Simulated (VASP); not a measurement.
KTaO3: electric field gradients with PBEsol

The system is KTaO3.

```xyz
5
Lattice="3.9853 0.0000 0.0000 0.0000 3.9853 0.0000 0.0000 0.0000 3.9853" Properties=species:S:1:pos:R:3 pbc="T T T"
K     1.9926    1.9926    1.9926
Ta    0.0000    0.0000    0.0000
O     1.9926    0.0000    0.0000
O     0.0000    1.9926    0.0000
O     0.0000    0.0000    1.9926
```

```json
{
  "Program": "VASP 6.6.1",
  "Task": "electric field gradients",
  "Functional": "PBEsol",
  "Potentials or basis": "VASP PAW PBE potentials, release 64 (K_sv, Ta_pv, O)",
  "Cutoff": "520 eV",
  "k mesh": "8 × 8 × 8",
  "Occupations": "gaussian, width 0.01 eV",
  "Spin": "no spin polarisation",
  "Dipole correction": "no",
  "Further INCAR settings": "ALGO = Normal; EDIFF = 1e-08; NBANDS = 27"
}
```

```
Pressure               : 0.8 GPa
Band gap on the k mesh : 2.09 eV, indirect (least direct gap 2.71 eV)
```

Levels at points of the mesh, in eV from the valence-band top:
```csv
k point,band 16,band 17,band 18,band 19,band 20,band 21,band 22,band 23
"(0.00, 0.00, 0.00)",-1.08,-0.62,-0.62,-0.62,2.09,2.09,2.09,6.46
"(0.50, 0.00, 0.00)",-2.18,-1.55,-0.85,-0.85,2.25,5.00,5.00,6.82
"(0.50, 0.50, 0.00)",-1.66,-1.45,-1.45,-0.04,5.04,5.04,6.33,7.66
"(0.50, 0.50, 0.50)",-3.95,0.00,0.00,0.00,6.47,6.47,6.47,8.80
```

Electric field gradients, principal values (V/Å²):
| atom | Vxx | Vyy | Vzz |
| --- | --- | --- | --- |
| 1 K | 0.000 | 0.000 | 0.000 |
| 2 Ta | 0.000 | 0.000 | 0.000 |
| 3 O | -8.844 | -8.844 | 17.689 |
| 4 O | -8.844 | -8.844 | 17.689 |
| 5 O | -8.844 | -8.844 | 17.689 |

Wall time 40 s on 1 thread of Intel(R) Xeon(R) Platinum 8488C (Sapphire Rapids) (shared host), peak memory 0.2 GiB.

Caveat: the PAW data sets were made with another functional, which shifts forces and pressure a little; spin-orbit coupling is left out, which moves the levels of the heavy elements. A k mesh can miss the band edges.
